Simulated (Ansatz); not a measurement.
Geometry optimisation in Ansatz: input, command and trajectory.

```yaml
crystal:
  lattice:
    - [5.9832416212, 0.0, 0.0]
    - [0.0, 6.009920705, 0.0]
    - [0.0, 0.0, 3.2599887213]
  atoms:
    - { symbol: In, position: [0.0, 0.0, 0.0111783626] }
    - { symbol: In, position: [0.5, 0.5, 0.9888216374] }
    - { symbol: Sb, position: [0.0, 0.5, 0.2604162748] }
    - { symbol: Sb, position: [0.5, 0.0, 0.7395837252] }
basis:
  ecutwfc: 420
kpoints:
  mp_grid: { grid: [8, 8, 14] }
hamiltonian:
  xc: pbe
scf:
  occupations: { method: gaussian, width: 0.1 }
output:
  forces: true
  stress: true
  eigenvalues: true
relax:
  adjacent_minimum: "off"
  f_tol: 0.01
  max_steps: 30
  cell: { stress_tol: 0.1, fix: [volume] }
```

```bash
ansatz run input.yaml --threads 1 --pin off --max-ram 2560MiB --backend cpu --events-out ev --progress --plain --runs-dir out
```

The calculation used DFT PBE, scalar-relativistic, plane waves, PAW (Ansatz).

The volume is held at 1.03 times that of the relaxed cell.

Of 5 frames 4 are shown, positions in Å and forces in eV/Å; the SCF threshold varies from step to step. Steps run on the plane waves of an earlier cell, with a Pulay correction in the pressure. The basis is chosen afresh for the last frame, the zero of the energies, and at times for earlier ones too; energy and pressure step there, also at an unchanged geometry.

```xyz
4
Lattice="5.9832 0.0000 0.0000 0.0000 6.0099 0.0000 0.0000 0.0000 3.2600" Properties=species:S:1:pos:R:3:forces:R:3 pbc="T T T" step=1 free_energy_over_end_meV_per_atom=0.42 pressure_GPa=-1.28
In    0.0000    0.0000    0.0364    0.0000    0.0000    0.0012
In    2.9916    3.0050    3.2235    0.0000    0.0000   -0.0012
Sb    0.0000    3.0050    0.8490    0.0000    0.0000   -0.0307
Sb    2.9916    0.0000    2.4110    0.0000    0.0000    0.0307
4
Lattice="5.9856 0.0000 0.0000 0.0000 6.0142 0.0000 0.0000 0.0000 3.2564" Properties=species:S:1:pos:R:3:forces:R:3 pbc="T T T" step=2 free_energy_over_end_meV_per_atom=0.16 pressure_GPa=-1.21
In    0.0000    0.0000    0.0390    0.0000    0.0000    0.0013
In    2.9928    3.0071    3.2174    0.0000    0.0000   -0.0013
Sb    0.0000    3.0071    0.8227    0.0000    0.0000   -0.0059
Sb    2.9928    0.0000    2.4337    0.0000    0.0000    0.0059
4
Lattice="5.9935 0.0000 0.0000 0.0000 6.0231 0.0000 0.0000 0.0000 3.2473" Properties=species:S:1:pos:R:3:forces:R:3 pbc="T T T" step=3 free_energy_over_end_meV_per_atom=0.06 pressure_GPa=-1.17
In    0.0000    0.0000    0.0416    0.0000    0.0000    0.0011
In    2.9968    3.0116    3.2057    0.0000    0.0000   -0.0011
Sb    0.0000    3.0116    0.8053    0.0000    0.0000    0.0021
Sb    2.9968    0.0000    2.4420    0.0000    0.0000   -0.0021
4
Lattice="6.0060 0.0000 0.0000 0.0000 6.0354 0.0000 0.0000 0.0000 3.2340" Properties=species:S:1:pos:R:3:forces:R:3 pbc="T T T" step=5 free_energy_over_end_meV_per_atom=0.00 pressure_GPa=-1.14
In    0.0000    0.0000    0.0444    0.0000    0.0000    0.0001
In    3.0030    3.0177    3.1895    0.0000    0.0000   -0.0001
Sb    0.0000    3.0177    0.7900    0.0000    0.0000    0.0025
Sb    3.0030    0.0000    2.4440    0.0000    0.0000   -0.0025
```

It took 5.1 min on 1 thread of Intel(R) Xeon(R) Processor @ 2.70GHz, on a shared host, peak memory 0.84 GiB.